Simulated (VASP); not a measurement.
# SiC (R3m) in VASP: relaxation of cell and atoms with LDA

Aim: the relaxation of cell and atoms of SiC with LDA.

Everything below comes from runs of VASP 6.6.1. Logs are shortened: lines on timing, memory, paths and dates and some standing lists are left out, and cuts for length are marked.

### 1 The crystal as given

It takes space group F-43m (No. 216, cubic). Conventional cell: a = 4.359 Å, b = 4.359 Å, c = 4.359 Å, α = 90.00°, β = 90.00°, γ = 90.00°. Si (site symmetry -43m) is surrounded by 4 C at 1.89 Å. Around C (site symmetry -43m) lie 4 Si at 1.89 Å.

The cell was built by a generator and needn't be a form met in nature.

### 2 Relaxation of cell and atoms, LDA

The input, INCAR:

```
  PREC = Accurate
  ENCUT = 600
  EDIFF = 1E-6
  ISMEAR = -1
  SIGMA = 0.05
  LREAL = F
  LASPH = T
  NELM = 60
  ALGO = Normal
  ISIF = 3
  LWAVE = F
  LCHARG = F
  GGA = CA
  IBRION = 2
  NSW = 60
  EDIFFG = -0.005
  KPAR = 4
```

The input, KPOINTS:

```
regular mesh
0
Gamma
  10 10 4
```

The input, POSCAR:

```
SiC
1.0
    3.0800000000      0.0000000000      0.0000000000
   -1.5400000000      2.6673582437      0.0000000000
    0.0000000000      0.0000000000      7.5600000000
Si C
3 3
Direct
    0.0000000000      0.0000000000      0.0000000000
    0.3333333333      0.6666666667      0.3333333333
    0.6666666667      0.3333333333      0.6666666667
    0.0000000000      0.0000000000      0.2500000000
    0.3333333333      0.6666666667      0.5833333333
    0.6666666667      0.3333333333      0.9166666667
```

Potentials or basis: VASP PAW LDA potentials, release 64 (Si, C).

Launch:

```sh
$ cat potpaw_LDA.64/Si/POTCAR potpaw_LDA.64/C/POTCAR > POTCAR
$ mpirun -np 4 vasp_std > vasp.out
```

OUTCAR:

```text
PREC = Accurate
   ENCUT = 600
   EDIFF = 1E-6
   ISMEAR = -1
   LREAL = F
   LASPH = T
   NELM = 60
   ISIF = 3
   GGA = CA
   IBRION = 2
   NSW = 60
   EDIFFG = -0.005

 ion  position               nearest neighbor table
   1  0.000  0.000  0.000-   6 1.89   6 1.89   6 1.89   4 1.89   3 3.08   2 3.08   3 3.08   2 3.08
                             2 3.08   3 3.08
   2  0.333  0.667  0.333-   4 1.89   4 1.89   4 1.89   5 1.89   1 3.08   1 3.08   1 3.08   3 3.08
                             3 3.08   3 3.08
   3  0.667  0.333  0.667-   5 1.89   5 1.89   5 1.89   6 1.89   1 3.08   1 3.08   1 3.08   2 3.08
                             2 3.08   2 3.08
   4  0.000  0.000  0.250-   2 1.89   2 1.89   2 1.89   1 1.89
   5  0.333  0.667  0.583-   3 1.89   3 1.89   3 1.89   2 1.89
   6  0.667  0.333  0.917-   1 1.89   1 1.89   1 1.89   3 1.89

  LATTYP: Found a hexagonal cell.
 ALAT       =     3.0800000000
 C/A-ratio  =     2.4545454545

  Lattice vectors:

 A1 = (   3.0800000000,   0.0000000000,   0.0000000000)
 A2 = (  -1.5400000000,   2.6673582437,   0.0000000000)
 A3 = (   0.0000000000,   0.0000000000,   7.5600000000)

Analysis of symmetry for initial positions (statically):
=====================================================================
 Subroutine PRICEL returns following result:

  LATTYP: Found a trigonal (rhomboedric) cell.
 ALAT       =     3.0842395062
 COS(alpha) =     0.5013736263

  Lattice vectors:

 A1 = (   1.5399999998,  -0.8891194145,   2.5199999997)
 A2 = (  -0.0000000002,   1.7782388292,   2.5199999997)
 A3 = (  -1.5399999997,  -0.8891194147,   2.5200000005)

   3 primitive cells build up your supercell.

 Routine SETGRP: Setting up the symmetry group for a
 hexagonal supercell.

 Subroutine GETGRP returns: Found  6 space group operations
 (whereof  6 operations were pure point group operations)
 out of a pool of 24 trial point group operations.

The static configuration has the point symmetry C_3v.

Analysis of symmetry for dynamics (positions and initial velocities):
=====================================================================
 Subroutine PRICEL returns following result:

  LATTYP: Found a trigonal (rhomboedric) cell.
 ALAT       =     3.0842395062
 COS(alpha) =     0.5013736263

  Lattice vectors:

 A1 = (   1.5399999998,  -0.8891194145,   2.5199999997)
 A2 = (  -0.0000000002,   1.7782388292,   2.5199999997)
 A3 = (  -1.5399999997,  -0.8891194147,   2.5200000005)

   3 primitive cells build up your supercell.

 Routine SETGRP: Setting up the symmetry group for a
 hexagonal supercell.

 Subroutine GETGRP returns: Found  6 space group operations
 (whereof  6 operations were pure point group operations)
 out of a pool of 24 trial point group operations.

The dynamic configuration has the point symmetry C_3v.

 Subroutine INISYM returns: Found  6 space group operations
 (whereof  6 operations are pure point group operations),
 and found     3 'primitive' translations

----------------------------------------------------------------------------------------

                                     Primitive cell

  volume of cell :      20.7030

  direct lattice vectors                    reciprocal lattice vectors
     1.540000000 -0.889119414  2.520000000     0.324675325 -0.187451386  0.132275132
    -0.000000000  1.778238829  2.520000000    -0.000000000  0.374902772  0.132275132
    -1.540000000 -0.889119415  2.520000001    -0.324675325 -0.187451386  0.132275132

  length of vectors
     3.084239506  3.084239506  3.084239507     0.397553517  0.397553517  0.397553517

  position of ions in fractional coordinates (direct lattice)
     0.000000000  0.000000000  0.000000000
     0.250000000  0.250000000  0.250000000

  ion indices of the primitive-cell ions
   primitive index   ion index
                 1           1
                 2           4

----------------------------------------------------------------------------------------

 KPOINTS: regular mesh

Automatic generation of k-mesh.
 Grid dimensions read from file:
 generate k-points for:   10   10    4

 Generating k-lattice:

  Cartesian coordinates                     Fractional coordinates (reciprocal lattice)
     0.032467532  0.018745139  0.000000000     0.100000000  0.000000000  0.000000000
     0.000000000  0.037490277  0.000000000     0.000000000  0.100000000  0.000000000
     0.000000000  0.000000000  0.033068783     0.000000000  0.000000000  0.250000000

  Length of vectors
     0.037490277  0.037490277  0.033068783

  Shift w.r.t. Gamma in fractional coordinates (k-lattice)
     0.000000000  0.000000000  0.000000000

 Subroutine IBZKPT returns following result:
 ===========================================

 Found     50 irreducible k-points:

 Following reciprocal coordinates:
            Coordinates               Weight
  0.000000  0.000000  0.000000      1.000000
  0.100000  0.000000  0.000000      6.000000
  0.200000  0.000000  0.000000      6.000000
  0.300000 -0.000000  0.000000      6.000000
  0.400000 -0.000000  0.000000      6.000000
  0.500000 -0.000000  0.000000      3.000000
[... 16 lines left out ...]
  0.000000  0.400000  0.250000      6.000000
  0.500000 -0.000000  0.250000      6.000000
 [... further k-points ...]
   k-points           NKPTS =     50   k-points in BZ     NKDIM =     50   number of bands    NBANDS=     16
   number of dos      NEDOS =    301   number of ions     NIONS =      6
   total plane-waves  NPLWV =  47040
   dimension x,y,z NGX =    28 NGY =   28 NGZ =   60
   dimension x,y,z NGXF=    56 NGYF=   56 NGZF=  120
   ions per type =               3   3
   NGX,Y,Z   is equivalent  to a cutoff of  15.11, 15.11, 13.19 a.u.
   NGXF,Y,Z  is equivalent  to a cutoff of  30.23, 30.23, 26.39 a.u.
 SYSTEM =  unknown system
   PREC   = accura    normal or accurate (medium, high low for compatibility)
   ISTART =      0    job   : 0-new  1-cont  2-samecut
   ICHARG =      2    charge: 1-file 2-atom 10-const
   ISPIN  =      1    spin polarized calculation?
   LNONCOLLINEAR =      F non collinear calculations
   LSORBIT =      F    spin-orbit coupling
   LASPH  =      T    aspherical Exc in radial PAW
   ENCUT  =  600.0 eV  44.10 Ry    6.64 a.u.   6.15  6.15 15.10*2*pi/ulx,y,z
   NELM   =     60;   NELMIN=  2; NELMDL= -5     # of ELM steps
   EDIFF  = 0.1E-05   stopping-criterion for ELM
   LREAL  =      F    real-space projection
   EDIFFG = -.5E-02   stopping-criterion for IOM
   NSW    =     60    number of steps for IOM
   IBRION =      2    ionic relax: 0-MD 1-quasi-New 2-CG
   NFREE  =      1    steps in history (QN), initial steepest desc. (CG)
   ISIF   =      3    stress and relaxation
   ISYM   =      2    0-nonsym 1-usesym 2-fastsym
   POTIM  = 0.5000    time-step for ionic-motion
   TEBEG  =    0.0;   TEEND  =   0.0 temperature during run
   PSTRESS=    0.0 pullay stress
   NELECT =      24.0000    total number of electrons
   NUPDOWN=      -1.0000    fix difference up-down
   EMIN   =  10.00;   EMAX   =-10.00  energy-range for DOS
   EFERMI =   0.00;   METHOD = LEGACY
   ISMEAR =    -1;   SIGMA  =   0.05  broadening in eV -4-tet -1-fermi 0-gaus
   EFERMI_NEDOS =   21; number of points for ismear=-14 and -15
   IALGO  =     38    algorithm
   IMIX   =      4    mixing-type and parameters
     AMIX     =   0.40;   BMIX     =  1.00
     AMIX_MAG =   1.60;   BMIX_MAG =  1.00
  volume/ion in A,a.u.               =      10.35        69.86
  Fermi-wavevector in a.u.,A,eV,Ry     =   1.192415  2.253337 19.345479  1.421853
  Thomas-Fermi vector in A             =   2.328453
   LORBIT       =      0    0 simple, 1 ext, 2 COOP (PROOUT), +10 PAW based schemes
   GGA     = CA    functional components
   LHFCALC =     F    Hartree Fock is set to
   AEXX    =    0.0000 exact exchange contribution
   IVDW    =     0    specifies the selected vdW correction
   LEPSILON=     F    determine dielectric tensor
   LRPA    =     F    only Hartree local field effects (RPA)
 conjugate gradient relaxation of ions
 non-spin polarized calculation
  energy-cutoff  :      600.00
  volume of cell :       62.11
 maximum number of plane-waves:      2090
 NGX is ok and might be reduce to    28
   NGX = 13   NGY = 13   NGZ = 31

--------------------------------------- Ionic step        1  -------------------------------------------

 number of electron      24.0000001 magnetization

 Free energy of the ion-electron system (eV)
  ---------------------------------------------------
  ext. energy  EPLUGINS =         0.00000000
  ---------------------------------------------------
  free energy    TOTEN  =       -49.91905615 eV

  energy without entropy =      -49.91905608  energy(sigma->0) =      -49.91905611

------------------------ aborting loop because EDIFF is reached ----------------------------------------

  FORCE on cell =-STRESS in cart. coord.  units (eV):
  Direction    XX          YY          ZZ          XY          YZ          ZX
  --------------------------------------------------------------------------------------
  -------------------------------------------------------------------------------------
  Total       -1.5238088     -1.5238088     -1.9542822      0.0000000     -0.0000000      0.0000000
  in kB      -39.3085668    -39.3085668    -50.4131684      0.0000000     -0.0000000      0.0000000
  external PRESSURE =     -43.0101007 kB  Pullay stress =       0.0000000 kB
[... 225 lines left out ...]
  energy  without entropy=      -49.9357523530  energy(sigma->0) =      -49.93575240

--------------------------------------- Ionic step        7  -------------------------------------------

 number of electron      24.0000002 magnetization

 Free energy of the ion-electron system (eV)
  ---------------------------------------------------
  ext. energy  EPLUGINS =         0.00000000
  ---------------------------------------------------
  free energy    TOTEN  =       -49.93575218 eV

  energy without entropy =      -49.93575209  energy(sigma->0) =      -49.93575214

 E-fermi :   8.9463     XC(G=0): -11.6373

 val. band max:        8.2781288878   @ k =   0.0000   0.0000   0.0000
 cond. band min:       9.5667520170   @ k =   0.5000  -0.0000   0.0000
 fundamental gap:      1.2886231292
 Fermi energy:         8.9463053650

 k-point     1 :       0.0000    0.0000    0.0000
  band No.  band energies     occupation
      1      -7.1865      2.00000
      2      -5.0743      2.00000
      3      -5.0743      2.00000
      4       2.0612      2.00000
      5       2.0612      2.00000
      6       7.4293      2.00000
[... 8 lines left out ...]
     15      14.7929      0.00000
     16      15.6025      0.00000
[... 420 lines left out ...]
  band No.  band energies     occupation
      1      -3.4706      2.00000
      2      -3.1241      2.00000
      3      -2.2616      2.00000
      4      -0.1668      2.00000
      5       0.8002      2.00000
      6       1.1668      2.00000
[... 8 lines left out ...]
     15      13.0330      0.00000
     16      13.9945      0.00000

 [... further k-points ...]

------------------------ aborting loop because EDIFF is reached ----------------------------------------

  FORCE on cell =-STRESS in cart. coord.  units (eV):
  Direction    XX          YY          ZZ          XY          YZ          ZX
  --------------------------------------------------------------------------------------
  -------------------------------------------------------------------------------------
  Total        0.0039045      0.0039045     -0.0268885     -0.0000000     -0.0000000      0.0000000
  in kB        0.1027039      0.1027039     -0.7072703     -0.0000000     -0.0000000      0.0000000
  external PRESSURE =      -0.1672875 kB  Pullay stress =       0.0000000 kB
[... 21 lines left out ...]
  FREE ENERGIE OF THE ION-ELECTRON SYSTEM (eV)
  ---------------------------------------------------
  free  energy   TOTEN  =       -49.9357521793 eV

  energy  without entropy=      -49.9357520909  energy(sigma->0) =      -49.93575214

 reached required accuracy - stopping structural energy minimisation
```

Run time: 29 s. Hardware: 4 MPI ranks of Intel Xeon 6975P-C (Granite Rapids), shared host; peak memory 0.2 GiB.

Results:

```yaml
Free_energy: -49.9358 eV
Relaxed_volume: 10.15 Å³/atom
Relaxed_cell: a = 3.062 Å, b = 3.062 Å, c = 7.502 Å, α = 90.00°, β = 90.00°, γ = 120.00°
Space_group_after_relaxing_to_0.05_Å: F-43m (No. 216)
Energy_gained_by_relaxing: 2.8 meV/atom
Ionic_steps: 7
Pressure_after_relaxing: 0.0 GPa
Band_gap_on_the_k_mesh: 1.29 eV
```

The path:
```csv
step,energy change (eV),largest force (eV/Å),pressure (GPa),volume (Å³)
1,0.0000,0.0179,-4.30,62.11
2,0.0029,0.0520,4.98,59.64
3,-0.0167,0.0122,-0.02,60.91
4,-0.0167,0.0129,0.07,60.89
5,-0.0167,0.0062,-0.06,60.92
6,-0.0167,0.0007,-0.03,60.91
7,-0.0167,0.0002,-0.02,60.91
```

Final structure:
```yaml
crystal:
  lattice:
    - [3.06201, 0.00000, 0.00000]
    - [-1.53100, 2.65178, 0.00000]
    - [0.00000, 0.00000, 7.50151]
  atoms:
    - { symbol: Si, position: [0.00000, 0.00000, 0.00001] }
    - { symbol: Si, position: [0.33333, 0.66667, 0.33334] }
    - { symbol: Si, position: [0.66667, 0.33333, 0.66667] }
    - { symbol: C, position: [0.00000, 0.00000, 0.24999] }
    - { symbol: C, position: [0.33333, 0.66667, 0.58333] }
    - { symbol: C, position: [0.66667, 0.33333, 0.91666] }
```

A k mesh can miss the band edges. A hybrid or GW would open this gap; LDA tends to underestimate it.
